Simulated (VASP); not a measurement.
Crystal: InPd.

```
In Pd
1.0
     0.00000    2.74607    2.74607
     2.74607    0.00000    2.74607
     2.74607    2.74607    0.00000
In Pd
1 1
Direct
  0.00000 0.00000 0.00000
  0.50000 0.50000 0.50000
```

The cell was built by a generator and needn't be a form met in nature.

| Property | Result |
| --- | --- |
| Program | VASP 6.6.1 |
| Task | relaxation of cell and atoms |
| Functional | r2SCAN |
| Dispersion | D4 |
| Potentials or basis | VASP PAW PBE potentials, release 64 (In_d, Pd) |
| Cutoff | 600 eV |
| k mesh | 8 × 8 × 8 |
| Occupations | fermi-dirac, width 0.05 eV |
| Spin | no spin polarisation |

At the start: pressure -3.6 GPa; volume 20.71 Å³/atom.

Task: How do energy, volume and symmetry change on relaxing?

Result: Over 3 steps the energy falls by 8.7 meV/atom and the volume is 19.95 Å³/atom (-3.7 %); space group Fm-3m (No. 225, to 0.05 Å).

Step by step:
| step | energy change (eV) | largest force (eV/Å) | pressure (GPa) | volume (Å³) |
| --- | --- | --- | --- | --- |
| 1 | 0.0000 | 0.0000 | -3.55 | 41.42 |
| 2 | -0.0059 | 0.0000 | 3.26 | 38.72 |
| 3 | -0.0174 | 0.0000 | -0.02 | 39.90 |

Final structure:
```
In Pd
1.0
     0.00000    2.71209    2.71209
     2.71209    0.00000    2.71209
     2.71209    2.71209    0.00000
In Pd
1 1
Direct
  0.00000 0.00000 0.00000
  0.50000 0.50000 0.50000
```

Caveat: the PAW data sets were made with another functional, which shifts forces and pressure a little; pairwise dispersion overbinds metals, which lowers pressure and volume.
